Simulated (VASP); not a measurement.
Wanted: the native input for a VASP 6.6.1 run.

```
Task                   : single point
Functional             : PBE
Potentials or basis    : VASP PAW PBE potentials, release 64 (Co, Al)
Cutoff                 : 520 eV
k mesh                 : 9 × 9 × 1
Occupations            : fermi-dirac, width 0.05 eV
Spin                   : collinear spin, ferromagnetic start
Starting moments       : [2.0, 2.0, 2.0, 2.0, 0.0, 0.0, 0.0, 0.0] μB
Dipole correction      : yes
Further INCAR settings : ALGO = Normal; EDIFF = 1e-07; NBANDS = 38
```

The structure of AlCo lies in POSCAR:

```
AlCo
1.0
    2.8194032100      0.0000000000      0.0000000000
    0.0000000000      2.8194032100      0.0000000000
    0.0000000000      0.0000000000     24.8679112350
Co Al
4 4
Direct
    0.5000000000      0.5000000000      0.3015934844
    0.5000000000      0.5000000000      0.4149686362
    0.5000000000      0.5000000000      0.5283437879
    0.5000000000      0.5000000000      0.6417189397
    0.0000000000      0.0000000000      0.3582810603
    0.0000000000      0.0000000000      0.4716562121
    0.0000000000      0.0000000000      0.5850313638
    0.0000000000      0.0000000000      0.6984065156
```

The cell isn't the ideal one: the (1 0 0) slab of AlCo, cut from the database cell, not relaxed.

One way to write it, as run:

INCAR

```
ALGO = Normal
DIPOL = 0.5 0.5 0.500
EDIFF = 1E-7
ENCUT = 520
GGA = PE
IDIPOL = 3
ISIF = 2
ISMEAR = -1
ISPIN = 2
LASPH = True
LCHARG = False
LDIPOL = True
LMAXMIX = 4
LORBIT = 11
LREAL = False
LWAVE = False
MAGMOM = 2 2 2 2 0 0 0 0
NBANDS = 38
NELM = 150
PREC = Accurate
SIGMA = 0.05
```

KPOINTS

```
k-points
0
Gamma
  9 9 1
```

Potentials or basis: VASP PAW PBE potentials, release 64 (Co, Al).

Run with:

```console
$ cat potpaw_PBE.64/Co/POTCAR potpaw_PBE.64/Al/POTCAR > POTCAR
$ mpirun -np 1 vasp_std > vasp.out
```

Results of the run:

- Largest force: 0.693 eV/Å
- Band gap on the k mesh: none (metal or under the smearing width)
- Net moment: 2.08 μB per cell
- Site moments: Co +1.33, +0.08, +0.10, +0.50; Al -0.02, -0.00, -0.01, +0.03 μB
- Valence electrons inside the program's atomic spheres: Co 8.08, 8.51; Al 0.85, 0.84, 0.79

It took 19 min on 1 thread of Intel(R) Xeon(R) Platinum 8488C (Sapphire Rapids), on a shared host, peak memory 0.51 GiB.
